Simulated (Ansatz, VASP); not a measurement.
**Ir in VASP and in Ansatz**

Contents of INCAR:

```
PREC = Accurate ; ENCUT = 520
EDIFF = 1E-6 ; ISMEAR = -1
SIGMA = 0.05 ; LREAL = F
LASPH = T ; NELM = 60
ALGO = Normal ; ISIF = 2
LWAVE = F ; LCHARG = F
GGA = PS ; NBANDS = 10
```

KPOINTS

```
regular mesh
0
Gamma
  15 15 15
```

POSCAR

```
Ir
1.0
    0.0000000000      1.9005030000      1.9197000000
    1.9005030000      0.0000000000      1.9197000000
    1.9005030000      1.9005030000      0.0000000000
Ir
1
Direct
    0.0000000000      0.0000000000      0.0000000000
```

Input for Ansatz:

```yaml
crystal:
  lattice:
    - [0.0, 1.900503, 1.9197]
    - [1.900503, 0.0, 1.9197]
    - [1.900503, 1.900503, 0.0]
  atoms:
    - { symbol: Ir, position: [0.0, 0.0, 0.0] }
kpoints:
  mp_grid: { grid: [15, 15, 15] }
  band_path:
    path:
      - [0.0, 0.0, 0.0]
      - [0.0, 0.5, 0.5]
      - [0.25, 0.75, 0.5]
      - [0.0, 0.5, 0.0]
      - [0.0, 0.0, 0.0]
      - [0.5, 0.5, 0.0]
      - [0.3725125, 0.6274875, 0.0]
      - [-0.3725125, 0.3725125, 0.0]
      - [0.0, 0.0, 0.0]
    npoints: 5
scf:
  occupations: { method: fermi_dirac, width: 0.05 }
hamiltonian:
  xc: pbesol
  pseudopotentials: { kind: all_electron, lapw: { basis_error: 0.0005 } }
output:
  forces: true
  stress: true
  eigenvalues: true
```

Change from the starting cell: equal xx and yy strain of -1 %.

Alike in both runs: task single point; functional PBEsol; k mesh 15 × 15 × 15; occupations fermi-dirac, width 0.05 eV; no spin polarisation.

|  | VASP | Ansatz |
| --- | --- | --- |
| version | VASP 6.6.1 | Ansatz 0.2.0 |
| potentials or method | VASP PAW PBE potentials, release 64 (Ir) | all-electron LAPW, scalar-relativistic |
| plane-wave cutoff (eV) | 520 | see its input |

|  | VASP | Ansatz | Ansatz less VASP |
| --- | --- | --- | --- |
| pressure (GPa) | 6.2 | 5.1 | -1.15 |
| largest component of the traceless stress (GPa) | 2.79 | 2.79 | +0.005 |

Ansatz ran all-electron here, so the differences hold the error of VASP's frozen core and of both bases.

Caveats: the PAW data sets were made with another functional, which shifts forces and pressure a little (VASP). The runs have no spin-orbit coupling, so splittings on Ir are missing.
